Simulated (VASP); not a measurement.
Here is a VASP 6.6.1 calculation.

INCAR

```
SYSTEM = SrCl2
PREC = Accurate
ENCUT = 520
EDIFF = 1E-6
ISMEAR = 0
SIGMA = 0.05
LREAL = .FALSE.
LASPH = .TRUE.
NELM = 100
ALGO = Normal
ISIF = 2
LWAVE = .FALSE.
LCHARG = .FALSE.
GGA = PS
NBANDS = 19
```

File KPOINTS:

```
regular mesh
0
G
  6 6 6
  0 0 0
```

The input POSCAR:

```
SrCl2
1.0
    0.1632956750      3.4855000000      3.4855000000
    3.6487956750      0.0000000000      3.6487956750
    3.4855000000      3.4855000000      0.1632956750
Sr Cl
1 2
Direct
    0.0000000000      0.0000000000      0.0000000000
    0.2500000000      0.2500000000      0.2500000000
    0.7500000000      0.7500000000      0.7500000000
```

Potentials or basis: VASP PAW PBE potentials, release 64 (Sr_sv, Cl).

The run is started by

```console
$ cat potpaw_PBE.64/Sr_sv/POTCAR potpaw_PBE.64/Cl/POTCAR > POTCAR
$ mpirun -np 1 vasp_std > vasp.out
```

(1) Estimate the pressure.

(2) Predict the band gap on the k mesh.

Answers

(1) -0.4 GPa.

(2) 5.15 eV, indirect (least direct gap 5.39 eV).

Caveat: the PAW data sets were made with another functional, which shifts forces and pressure a little.
